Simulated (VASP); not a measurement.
# TePb (Fm-3m) in VASP: further runs, part 3 of 3

VASP 6.6.1. The steps go on from the part before.

### Step 4. Single point, PBE (volume scaled by 1.06)

File INCAR:

```
  PREC = Accurate
  ENCUT = 500
  EDIFF = 1E-6
  ISMEAR = 0
  SIGMA = 0.02
  LREAL = False
  LASPH = True
  NELM = 120
  ALGO = Normal
  ISIF = 2
  LWAVE = False
  LCHARG = True
  GGA = PE
  LELF = True
  LVHAR = True
  NBANDS = 17
  GGA_COMPAT = False
```

File KPOINTS:

```
regular mesh
0
Gamma
  8 8 8
```

File POSCAR:

```
TePb
1.0
    0.0000000000      3.3504995342      3.3504995342
    3.3504995342      0.0000000000      3.3504995342
    3.3504995342      3.3504995342      0.0000000000
Te Pb
1 1
Direct
    0.5000000000      0.5000000000      0.5000000000
    0.0000000000      0.0000000000      0.0000000000
```

Potentials or basis: VASP PAW PBE potentials, release 64 (Te, Pb_d).

Launch:

```sh
$ cat potpaw_PBE.64/Te/POTCAR potpaw_PBE.64/Pb_d/POTCAR > POTCAR
$ mpirun -np 1 vasp_std > vasp.out
```

OUTCAR:

```text
PREC = Accurate
   ENCUT = 500
   EDIFF = 1E-6
   ISMEAR = 0
   LREAL = False
   LASPH = True
   NELM = 120
   ISIF = 2
   GGA = PE

 ion  position               nearest neighbor table
   1  0.500  0.500  0.500-   2 3.35   2 3.35   2 3.35   2 3.35   2 3.35   2 3.35
   2  0.000  0.000  0.000-   1 3.35   1 3.35   1 3.35   1 3.35   1 3.35   1 3.35

  LATTYP: Found a face centered cubic cell.
 ALAT       =     6.7009990684

  Lattice vectors:

 A1 = (   0.0000000000,   3.3504995342,   3.3504995342)
 A2 = (   3.3504995342,   0.0000000000,   3.3504995342)
 A3 = (   3.3504995342,   3.3504995342,   0.0000000000)

Analysis of symmetry for initial positions (statically):
=====================================================================
 Subroutine PRICEL returns:
 Original cell was already a primitive cell.

 Routine SETGRP: Setting up the symmetry group for a
 face centered cubic supercell.

 Subroutine GETGRP returns: Found 48 space group operations
 (whereof 48 operations were pure point group operations)
 out of a pool of 48 trial point group operations.

The static configuration has the point symmetry O_h .

Analysis of symmetry for dynamics (positions and initial velocities):
=====================================================================
 Subroutine PRICEL returns:
 Original cell was already a primitive cell.

 Routine SETGRP: Setting up the symmetry group for a
 face centered cubic supercell.

 Subroutine GETGRP returns: Found 48 space group operations
 (whereof 48 operations were pure point group operations)
 out of a pool of 48 trial point group operations.

The dynamic configuration has the point symmetry O_h .

 Subroutine INISYM returns: Found 48 space group operations
 (whereof 48 operations are pure point group operations),
 and found     1 'primitive' translations

----------------------------------------------------------------------------------------

[... 104 lines left out ...]
   NUPDOWN=      -1.0000    fix difference up-down
   EMIN   =  10.00;   EMAX   =-10.00  energy-range for DOS
   EFERMI =   0.00;   METHOD = LEGACY
   ISMEAR =     0;   SIGMA  =   0.02  broadening in eV -4-tet -1-fermi 0-gaus
   EFERMI_NEDOS =   21; number of points for ismear=-14 and -15
   IALGO  =     38    algorithm
   IMIX   =      4    mixing-type and parameters
     AMIX     =   0.40;   BMIX     =  1.00
     AMIX_MAG =   1.60;   BMIX_MAG =  1.00
  volume/ion in A,a.u.               =      37.61       253.82
  Fermi-wavevector in a.u.,A,eV,Ry     =   1.052685  1.989287 15.077249  1.108147
  Thomas-Fermi vector in A             =   2.187778
   LORBIT       =      0    0 simple, 1 ext, 2 COOP (PROOUT), +10 PAW based schemes
   GGA     = PE    functional components
   LHFCALC =     F    Hartree Fock is set to
   AEXX    =    0.0000 exact exchange contribution
   IVDW    =     0    specifies the selected vdW correction
   LEPSILON=     F    determine dielectric tensor
   LRPA    =     F    only Hartree local field effects (RPA)
 non-spin polarized calculation
 Gauss-broadening in eV      SIGMA  =   0.02
  energy-cutoff  :      500.00
  volume of cell :       75.22
 maximum number of plane-waves:      1926
   NGX = 17   NGY = 17   NGZ = 17

 number of electron      19.9999999 magnetization

 Free energy of the ion-electron system (eV)
  ---------------------------------------------------
  ext. energy  EPLUGINS =         0.00000000
  ---------------------------------------------------
  free energy    TOTEN  =        -7.49427221 eV

  energy without entropy =       -7.49427221  energy(sigma->0) =       -7.49427221

 E-fermi :   4.4262     XC(G=0):  -8.8185

 val. band max:        4.2886131999   @ k =   0.5000   0.0000   0.0000
 cond. band min:       5.2162366834   @ k =   0.5000   0.0000   0.0000
 fundamental gap:      0.9276234834
 Fermi energy:         4.4262123113

 k-point     1 :       0.0000    0.0000    0.0000
  band No.  band energies     occupation
      1     -12.2902      2.00000
      2     -12.2902      2.00000
      3     -12.2883      2.00000
      4     -12.2883      2.00000
      5     -12.2883      2.00000
      6      -6.8839      2.00000
[... 457 lines left out ...]
      4     -12.2805      2.00000
      5     -12.2756      2.00000
      6      -5.5834      2.00000
[... 9 lines left out ...]
     16      14.0367      0.00000
     17      14.2719      0.00000

 [... further k-points ...]
[... 5 lines left out ...]
  --------------------------------------------------------------------------------------
  -------------------------------------------------------------------------------------
  Total       -0.9624676     -0.9624676     -0.9624676      0.0000000      0.0000000     -0.0000000
  in kB      -20.4992530    -20.4992530    -20.4992530      0.0000000      0.0000000     -0.0000000
  external PRESSURE =     -20.4992530 kB  Pullay stress =       0.0000000 kB

 VOLUME and BASIS-vectors are now :
 -----------------------------------------------------------------------------
  energy-cutoff  :      500.00
  volume of cell :       75.22
      direct lattice vectors                 reciprocal lattice vectors
     0.000000000  3.350499534  3.350499534    -0.149231479  0.149231479  0.149231479
     3.350499534  0.000000000  3.350499534     0.149231479 -0.149231479  0.149231479
     3.350499534  3.350499534  0.000000000     0.149231479  0.149231479 -0.149231479

 POSITION                                       TOTAL-FORCE (eV/Angst)
 -----------------------------------------------------------------------------------
      3.35050      3.35050      3.35050        -0.000000      0.000000      0.000000
      0.00000      0.00000      0.00000         0.000000      0.000000     -0.000000
 -----------------------------------------------------------------------------------
    total drift:                               -0.000000      0.000000      0.000000

  FREE ENERGIE OF THE ION-ELECTRON SYSTEM (eV)
  ---------------------------------------------------
  free  energy   TOTEN  =        -7.4942722081 eV

  energy  without entropy=       -7.4942722081  energy(sigma->0) =       -7.49427221
```

OSZICAR:

```text
N       E                     dE             d eps       ncg     rms          rms(c)
DAV:   1     0.148649232071E+03    0.14865E+03   -0.88366E+03   986   0.108E+03
DAV:   2     0.309366548401E+01   -0.14556E+03   -0.14068E+03  1025   0.278E+02
DAV:   3    -0.738938553001E+01   -0.10483E+02   -0.10437E+02  1277   0.828E+01
DAV:   4    -0.765977458957E+01   -0.27039E+00   -0.27024E+00  1232   0.157E+01
DAV:   5    -0.767318375246E+01   -0.13409E-01   -0.13409E-01  1431   0.312E+00    0.270E+00
DAV:   6    -0.749573526925E+01    0.17745E+00   -0.41394E-01  1359   0.400E+00    0.158E+00
DAV:   7    -0.749174554446E+01    0.39897E-02   -0.10193E-01  1197   0.142E+00    0.877E-01
DAV:   8    -0.749473127462E+01   -0.29857E-02   -0.13621E-02  1110   0.114E+00    0.190E-01
DAV:   9    -0.749419205558E+01    0.53922E-03   -0.26007E-03  1351   0.468E-01    0.568E-02
DAV:  10    -0.749426512047E+01   -0.73065E-04   -0.20230E-04  1172   0.813E-02    0.254E-02
DAV:  11    -0.749427161868E+01   -0.64982E-05   -0.27496E-05  1331   0.397E-02    0.374E-03
DAV:  12    -0.749427220810E+01   -0.58942E-06   -0.25928E-06  1190   0.168E-02
   1 F= -.74942722E+01 E0= -.74942722E+01  d E =-.244592E-24
```

Wall time 24 s (1 thread of Intel Xeon Platinum 8488C (Sapphire Rapids), shared host); peak memory 0.21 GiB.

Results:

```yaml
Free_energy: -7.4943 eV
Pressure: -2.0 GPa
Band_gap_on_the_k_mesh: 0.93 eV, direct
```

Caveat: spin-orbit coupling is left out, which moves the levels of the heavy elements.

### Step 5. Summary

| cell | gap on the mesh (eV) | pressure (GPa) |
| --- | --- | --- |
| a = 4.647 Å, angles 60.0°, 2 atoms | 0.83 | -0.1 |
| a = 4.693 Å, angles 60.0°, 2 atoms | 0.88 | -1.2 |
| a = 4.738 Å, angles 60.0°, 2 atoms | 0.93 | -2.0 |

Alike in all rows: task single point; level PBE; potentials or basis VASP PAW PBE potentials, release 64 (Te, Pb_d); no spin polarisation; k mesh 8 × 8 × 8; cutoff (eV) 500; smearing gaussian 0.02 eV.

Caveats: spin-orbit coupling is left out, which moves the levels of the heavy elements.

Total energies depend on the potentials used, so only differences within one code and one set of settings carry meaning.

### Step 6. Comparison with measurements

Step 2. Measured gap of TePb: 0.19 eV (direct; 4.2 K; a printed reference work, monograph). This calculation gives 0.83 eV (+0.64 eV). Spin-orbit coupling on Pb, Te is left out. The value is that of PBE on a finite k mesh, which can miss the band edges, without temperature or zero-point motion.
